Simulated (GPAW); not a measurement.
**SnTe: dielectric tensor with RPBE**

**Measured values to compare with.**

A printed reference work, textbook reports, for a bulk crystal of SnTe at 300 K: band gap 0.18 eV (direct).

SnTe:

```
CELL_PARAMETERS angstrom
0.00000 3.15085 3.15085
3.15085 0.00000 3.15085
3.15085 3.15085 0.00000
ATOMIC_POSITIONS crystal
Te 0.50000 0.50000 0.50000
Sn 0.00000 0.00000 0.00000
```

```json
{
 "Program": "GPAW 26.7.0",
 "Task": "dielectric tensor",
 "Functional": "RPBE",
 "Potentials or basis": "the program's PAW data sets (release 1.2.1) made for this functional",
 "Cutoff": "400 eV",
 "Basis": "pw",
 "k mesh": "6 × 6 × 6",
 "Occupations": "fermi-dirac, width 0.001 eV",
 "Spin": "no spin polarisation",
 "Response ecut": "80 eV",
 "Maxiter": "150",
 "Response k mesh": "18 × 18 × 18",
 "Response bands": "30",
 "Kernels": "[\"RPA\"]",
 "Coarser k mesh": "18 × 18 × 18"
}
```

```
Band gap on the k mesh                  : 0.08 eV, direct
Electronic dielectric tensor (diagonal) : 91.17
```

Electronic dielectric tensor:
```
91.17  0.00  0.00
 0.00 91.17  0.00
 0.00  0.00 91.17
```

Wall time 3.3 min on 1 thread of Arm Neoverse V2, with other jobs on the host, peak memory 0.46 GiB.

A measured gap of SnTe is 0.18 eV (direct; 300 K; a printed reference work, textbook); the calculated 0.08 eV misses it by -0.10 eV. Spin-orbit coupling on Sn, Te is left out. The value is that of RPBE on a finite k mesh, which can miss the band edges, without temperature or zero-point motion. Semilocal functionals fall short of measured gaps as a rule.

Caveat: the gap is small at this level, which inflates the dielectric constant; the long-wavelength limit can be off by a per cent or two; spin-orbit coupling is left out, which moves the levels of the heavy elements.
